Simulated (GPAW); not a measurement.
# MgS (Niningerite) (Fm-3m) in GPAW: settings compared

Aim: see how the results for MgS (Niningerite) move with the level of theory and the settings. Levels: r2SCAN+D3(BJ), LDA. Tasks: equation of state, one-shot levels of the hybrid HSE06.

Program: GPAW 26.7.0. These are calculated values, not measurements. Logs are shortened: lines on timing, memory, paths and dates and some standing lists are left out, and cuts for length are marked. The log counts tension as positive stress, the text compression.

### 1 The crystal as given

It takes space group Fm-3m (No. 225, cubic). Conventional cell: a = 5.203 Å, b = 5.203 Å, c = 5.203 Å, α = 90.00°, β = 90.00°, γ = 90.00°. S (site symmetry m-3m) has 6 Mg at 2.60 Å as nearest neighbours. Around Mg (site symmetry m-3m) lie 6 S at 2.60 Å.

### 2 Equation of state, r2SCAN+D3(BJ)

The input, run.py:

```python
from ase.calculators.mixing import SumCalculator
from ase.eos import EquationOfState
from ase.io import Trajectory
from ase.spacegroup import crystal
from ase.units import GPa
from dftd3.ase import DFTD3
from gpaw import GPAW, PW

# S 4b
# Mg 4a
atoms = crystal(['S', 'Mg'],
                basis=[[0.5, 0.0, 0.0],
                       [0.0, 0.0, 0.0]],
                spacegroup=225, setting=1,  # Fm-3m
                cellpar=[5.2033, 5.2033, 5.2033, 90.0, 90.0, 90.0],
                primitive_cell=True)

traj = Trajectory('eos.traj', 'w')
volumes, energies = [], []
for x in [0.94, 0.96, 0.98, 1.0, 1.02, 1.04, 1.06]:
    a = atoms.copy()
    a.set_cell(atoms.cell * x**(1 / 3), scale_atoms=True)
    calc = GPAW(mode=PW(800),
                xc='MGGA_X_R2SCAN+MGGA_C_R2SCAN',
                kpts={'size': (7, 7, 7), 'gamma': True},
                occupations={'name': 'fermi-dirac', 'width': 0.05},
                nbands=16,
                convergence={'density': 1e-05, 'energy': 1e-05},
                maxiter=150,
                txt=f'eos-{x:.2f}.txt')
    a.calc = SumCalculator([calc, DFTD3(method='r2scan', damping='d3bj')])
    energies.append(a.get_potential_energy())
    volumes.append(a.get_volume())
    p = -a.get_stress()[:3].mean() / GPa
    calc.write(f'eos-{x:.2f}.gpw')
    traj.write(a)
    print(f'{x:.2f} {volumes[-1]:10.4f} A^3 {energies[-1]:14.6f} eV {p:9.3f} GPa', flush=True)

v0, e0, B = EquationOfState(volumes, energies, eos='birchmurnaghan').fit()
print(f'V0 = {v0:.4f} A^3, E0 = {e0:.6f} eV, B0 = {B / GPa:.2f} GPa')
```

Potentials or basis: GPAW PAW data sets (gpaw-data 1.2.1), pw.

Launch:

```console
$ OMP_NUM_THREADS=1 python run.py
```

Output:

```text
__  _  _
 | _ |_)|_||  |
 |__||  | ||/\| - 26.7.0

Input parameters:
  mode=PW(ecut=800.0),
  convergence={'density': 1e-05, 'energy': 1e-05},
  kpts=MonkhorstPack(size=(7, 7, 7), gamma=True),
  maxiter=150,
  nbands=16,
  occupations=Occupations(name='fermi-dirac', width=0.05),
  xc=XC(name='MGGA_X_R2SCAN+MGGA_C_R2SCAN')

Diagonalizing LCAO Hamiltonian
Converting LCAO to pw mode

               S

       Mg

Atoms  # Å, Bohr magnetons
|   | symbol |        x |        y |        z |    initial magnetic moments |
|---|--------|----------|----------|----------|-----------------------------|
| 0 |      S | 2.548540 | 2.548540 | 2.548540 | ( 0.0000,  0.0000,  0.0000) |
| 1 |     Mg | 0.000000 | 0.000000 | 0.000000 | ( 0.0000,  0.0000,  0.0000) |

Unit cell  # Å
| periodic |        x |        y |        z |  lengths |    angles |
|----------|----------|----------|----------|----------|-----------|
|      yes | 0.000000 | 2.548540 | 2.548540 | 3.604180 | 60.000000 |
|      yes | 2.548540 | 0.000000 | 2.548540 | 3.604180 | 60.000000 |
|      yes | 2.548540 | 2.548540 | 0.000000 | 3.604180 | 60.000000 |

Number of symmetries: 48
Symmetry operations  # r_c * U_cc + t_c -> r_c
|    | kind |            matrix            |
|----|------|------------------------------|
|  0 |  σ   |  1, 0, 0,  1, 0,-1,  1,-1, 0 |
|  1 |  C2  |  1, 0, 0,  1,-1, 0,  1, 0,-1 |
|  2 |  E   |  1, 0, 0,  0, 1, 0,  0, 0, 1 |
|  3 |  σ   |  1, 0, 0,  0, 0, 1,  0, 1, 0 |
|  4 |  C4  |  1, 0,-1,  1, 0, 0,  1,-1, 0 |
|  5 |  S6  |  1, 0,-1,  1,-1, 0,  1, 0, 0 |
|  6 |  σ   |  1, 0,-1,  0, 1,-1,  0, 0,-1 |
|  7 |  C3  |  1, 0,-1,  0, 0,-1,  0, 1,-1 |
|  8 |  S6  |  1,-1, 0,  1, 0, 0,  1, 0,-1 |
|  9 |  C4  |  1,-1, 0,  1, 0,-1,  1, 0, 0 |
| 10 |  C3  |  1,-1, 0,  0,-1, 1,  0,-1, 0 |
| 11 |  σ   |  1,-1, 0,  0,-1, 0,  0,-1, 1 |
| 12 |  σ   |  0, 1, 0,  1, 0, 0,  0, 0, 1 |
| 13 |  C4  |  0, 1, 0,  0, 1,-1, -1, 1, 0 |
| 14 |  C3  |  0, 1, 0,  0, 0, 1,  1, 0, 0 |
| 15 |  S6  |  0, 1, 0, -1, 1, 0,  0, 1,-1 |
| 16 |  C2  |  0, 1,-1,  1, 0,-1,  0, 0,-1 |
| 17 |  σ   |  0, 1,-1,  0, 1, 0, -1, 1, 0 |
| 18 |  S4  |  0, 1,-1,  0, 0,-1,  1, 0,-1 |
| 19 |  C4  |  0, 1,-1, -1, 1, 0,  0, 1, 0 |
| 20 |  C3  |  0, 0, 1,  1, 0, 0,  0, 1, 0 |
| 21 |  σ   |  0, 0, 1,  0, 1, 0,  1, 0, 0 |
| 22 |  S6  |  0, 0, 1,  0,-1, 1, -1, 0, 1 |
| 23 |  C4  |  0, 0, 1, -1, 0, 1,  0,-1, 1 |
| 24 |  S4  |  0, 0,-1,  1, 0,-1,  0, 1,-1 |
| 25 |  C3  |  0, 0,-1,  0, 1,-1,  1, 0,-1 |
| 26 |  C2  |  0, 0,-1,  0,-1, 0, -1, 0, 0 |
| 27 |  S6  |  0, 0,-1, -1, 0, 0,  0,-1, 0 |
| 28 |  S4  |  0,-1, 1,  1,-1, 0,  0,-1, 0 |
| 29 |  C4  |  0,-1, 1,  0, 0, 1, -1, 0, 1 |
| 30 |  C2  |  0,-1, 1,  0,-1, 0,  1,-1, 0 |
| 31 |  σ   |  0,-1, 1, -1, 0, 1,  0, 0, 1 |
| 32 |  C3  |  0,-1, 0,  1,-1, 0,  0,-1, 1 |
| 33 |  S6  |  0,-1, 0,  0, 0,-1, -1, 0, 0 |
| 34 |  S4  |  0,-1, 0,  0,-1, 1,  1,-1, 0 |
| 35 |  C2  |  0,-1, 0, -1, 0, 0,  0, 0,-1 |
| 36 |  C2  | -1, 1, 0,  0, 1, 0,  0, 1,-1 |
| 37 |  S6  | -1, 1, 0,  0, 1,-1,  0, 1, 0 |
| 38 |  S4  | -1, 1, 0, -1, 0, 1, -1, 0, 0 |
| 39 |  C3  | -1, 1, 0, -1, 0, 0, -1, 0, 1 |
| 40 |  S6  | -1, 0, 1,  0, 0, 1,  0,-1, 1 |
| 41 |  C2  | -1, 0, 1,  0,-1, 1,  0, 0, 1 |
| 42 |  C3  | -1, 0, 1, -1, 1, 0, -1, 0, 0 |
| 43 |  S4  | -1, 0, 1, -1, 0, 0, -1, 1, 0 |
| 44 |  C2  | -1, 0, 0,  0, 0,-1,  0,-1, 0 |
| 45 |  i   | -1, 0, 0,  0,-1, 0,  0, 0,-1 |
| 46 |  σ   | -1, 0, 0, -1, 1, 0, -1, 0, 1 |
| 47 |  C2  | -1, 0, 0, -1, 0, 1, -1, 1, 0 |

BZ-sampling:
  Number of BZ points: 343
  Number of IBZ points: 20

  Monkhorst-Pack size: [7, 7, 7]
  Monkhorst-Pack shift: [0, 0, 0]

K-points  # in reciprocal-cell coordinates
|     |                                coordinates |     weight |
|-----|--------------------------------------------|------------|
|   0 | (  0.00000000,   0.00000000,   0.00000000) | 0.00291545 |
|   1 | (  0.14285714,   0.14285714,   0.00000000) | 0.01749271 |
|   2 | (  0.14285714,   0.14285714,   0.14285714) | 0.02332362 |
|   3 | (  0.28571429,   0.14285714,   0.14285714) | 0.03498542 |
|   4 | (  0.28571429,   0.28571429,   0.00000000) | 0.01749271 |
|   5 | (  0.28571429,   0.28571429,   0.14285714) | 0.06997085 |
|   6 | (  0.28571429,   0.28571429,   0.28571429) | 0.02332362 |
|   7 | (  0.42857143,  -0.28571429,  -0.28571429) | 0.03498542 |
|   8 | (  0.42857143,   0.28571429,  -0.42857143) | 0.13994169 |
|   9 | (  0.42857143,   0.28571429,  -0.28571429) | 0.06997085 |
| ... |                                            |            |
|  19 | (  0.42857143,   0.42857143,   0.42857143) | 0.02332362 |

Plane wave coefficients: 1721
Cutoff: 800.0 eV

Spin-components: 1 (collinear spins)
Bands:           16
Projectors:      10
Spin-degeneracy: 2
Datatype:        complex128

Parallelization:
  kpt:    1
  domain: 1
  band:   1

Density:
  Valence electrons: 16.0
  Components: 1
  Grid points: [24 24 24]
  Charge: 0.0  # |e|

Potential:
  Grid points: [24 24 24]

species:
  S:
    name:    Sulfur
    Z:       16.0
    valence: 6
    core:    10
    charge:  0.0  # [|e|]
    compensation charges:
      type: gauss
      rc: 0.24  # [Å]
      lmax: 2
    cutoffs:
      filter: 1.77  # [Å]
      core: 1.66  # [Å]
    projectors
    | kind |    occ | energy [eV] | rcut [Å] |
    |------|--------|-------------|----------|
    |   3s |  2.000 |     -17.254 |    0.974 |
    |   3p |  4.000 |      -7.008 |    0.979 |
    |    s |        |       9.957 |    0.974 |
    |    p |        |      20.203 |    0.979 |
    |    d |        |       0.000 |    0.900 |

    Using partial waves for S as LCAO basis

  Mg:
    name:    Magnesium
    Z:       12.0
    valence: 10
    core:    2
    charge:  0.0  # [|e|]
    compensation charges:
      type: gauss
      rc: 0.33  # [Å]
      lmax: 2
    cutoffs:
      filter: 1.86  # [Å]
      core: 0.54  # [Å]
    projectors
    | kind |    occ | energy [eV] | rcut [Å] |
    |------|--------|-------------|----------|
    |   2s |  2.000 |     -79.840 |    1.090 |
    |   3s |  2.000 |      -4.705 |    1.090 |
    |   2p |  6.000 |     -46.613 |    1.085 |
    |   3p |  0.000 |      -1.330 |    1.085 |
    |    d |        |       0.000 |    1.037 |

    Using partial waves for Mg as LCAO basis

Reference energy: -16307.264786  # eV

eigensolver:
  PPCG
  Converge bands: occupied
  niter=2

density mixing:
  MSR1-Mixer
  Pratt-step length: 0.05
  Maximum mixing coefficient: 0.75
  Old densities: 10
  SVD Regularization: 0.005
  Good broyden scale: 1.0
  Trust region scale: 1.0
  Backstep threshold: 4.0
  History deletion threshold: 6.0
  Fourier metric: weight=20.0, sigma=0.015

occupation numbers:
  Fermi-Dirac:
    width: 0.0500  # eV

poisson solver:
  ecut: 6400.0  # eV

xc functional:
  name: MGGA_X_R2SCAN+MGGA_C_R2SCAN with 2 nearest neighbor stencil

convergence criteria:
[... 6 lines left out ...]
|iter     | |      energy | eigst |  dens |
|---------|-|-------------|-------|-------|
|iter:   1| |  -18.060501 | -0.07 |       |
|iter:   2| |  -15.510715 | -1.56 | -1.17 |
|iter:   3| |-1019014.643401 | +5.39 | -1.16 |
|iter:   4| |   13.383854 | +2.18 | +1.87 |
|iter:   5| |  -15.416415 | +1.16 | -0.46 |
|iter:   6| |  -15.375976 | -0.81 | -1.60 |
|iter:   7| |  -15.371709 | -2.95 | -2.12 |
|iter:   8| |  -15.372786 | -3.71 | -2.39 |
|iter:   9| |  -15.372176 | -4.87 | -2.54 |
|iter:  10| |  -15.371965 | -5.62 | -2.73 |
|iter:  11| |  -15.371899 | -6.21 | -2.88 |
|iter:  12| |  -15.371818c| -5.67 | -2.98 |
|iter:  13| |  -15.371793c| -5.72 | -3.30 |
|iter:  14| |  -15.371793c| -7.40 | -4.72 |
|iter:  15| |  -15.371793c| -7.80c| -5.13c|

Converged in 15 steps
Energy contributions relative to reference atoms: (reference = -16307.264786)

Energy contributions:
  Kinetic:          14.070169
  Coulomb:         -11.085792
  Zero:             -0.077363
  External:          0.000000
  Xc:              -18.278807
  Entropy:          -0.000000
  Spinorbit:         0.000000
  ----------------------------
  Free energy:     -15.371793
  Extrapolated:    -15.371793

dipole moment: (-7.270654, -7.270654, -7.270654)  # |e|*Ang

Fermi level: 7.728
Eigenvalues  # (at kpt = [0.000, 0.000, 0.000])
| band index |      eig [eV] | occ [0-2] |
|------------|---------------|-----------|
|          0 |       -72.539 |     2.000 |
|          1 |       -37.665 |     2.000 |
|          2 |       -37.665 |     2.000 |
|          3 |       -37.665 |     2.000 |
|          4 |        -8.525 |     2.000 |
|          5 |         5.032 |     2.000 |
[... 8 lines left out ...]
|         14 |        18.752 |     0.000 |
|         15 |        20.012 |     0.000 |

Gap: 3.834 eV
Transition (v -> c):
  (s=0, k=0, n=7, [0.00, 0.00, 0.00]) -> (s=0, k=16, n=8, [0.43, 0.43, 0.00])
Direct/indirect transitions are different
Direct gap: 5.186 eV
Transition at: (s=0, k=0, n=7, [0.00, 0.00, 0.00])

Stress tensor  # eV/Ang^3
|         x |         y |         z |
|-----------|-----------|-----------|
| -0.036073 |  0.000000 |  0.000000 |
|  0.000000 | -0.036073 |  0.000000 |
|  0.000000 |  0.000000 | -0.036073 |

# Writing to eos-0.94.gpw (mode='')
```

Wall time 5.3 min (1 thread of Intel Xeon Platinum 8488C (Sapphire Rapids), shared host); peak memory 0.6 GiB.

Results:

- Equilibrium volume: 17.31 Å³/atom (rough: see the caveat)
- Bulk modulus: 83 GPa (rough)

Energy against volume, from the lowest point:
```csv
volume (Å³/atom),energy (meV/atom)
16.553,9.21
16.905,2.51
17.257,0.00
17.609,1.16
17.962,5.81
18.314,13.54
18.666,24.04
```

Caveat: the points scatter about the fit; the PAW data sets were made with another functional, which shifts forces and pressure a little.

(Part 1 of 2 ends here.)
